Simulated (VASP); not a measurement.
A run of VASP 6.6.1 is set up as follows.

INCAR

```
ALGO     = Normal         # electronic algorithm
EDIFF    = 1E-7           # SCF threshold, eV
ENCUT    = 520            # plane-wave cutoff, eV
GGA      = PE             # functional
ISIF     = 2              # what is computed and relaxed
ISMEAR   = 0              # smearing method
LASPH    = T              # aspherical terms in the spheres
LCHARG   = F              # write CHGCAR
LREAL    = F              # projectors in reciprocal space
LWAVE    = F              # write WAVECAR
NBANDS   = 30             # bands
NELM     = 100            # most SCF steps
PREC     = Accurate       # precision mode
SIGMA    = 0.1            # smearing width, eV
```

KPOINTS

```
k-points
0
Gamma
  6 6 4
```

File POSCAR:

```
Bi
1.0
    4.6235724006      0.0000000000      0.0000000000
   -2.3117862003      4.0041311551      0.0000000000
    0.0000000000      0.0000000000      5.7093661340
Bi
3
Direct
    0.3334019531      0.0000000000      0.3333333333
    0.0000000000      0.3334019531      0.6666666667
    0.6665980469      0.6665980469      0.0000000000
```

Potentials or basis: VASP PAW PBE potentials, release 64 (Bi_d).

Launch:

```console
$ cat potpaw_PBE.64/Bi_d/POTCAR > POTCAR
$ mpirun -np 1 vasp_std > vasp.out
```

What does it give for the band gap on the k mesh?

None (metal or under the smearing width).

Estimate the pressure.

-0.1 GPa.

Stress tensor (GPa, compression positive):
```
-0.19  0.00  0.00
 0.00 -0.19  0.00
 0.00  0.00 -0.05
```

Caveat: spin-orbit coupling is left out, which moves the levels of the heavy elements.
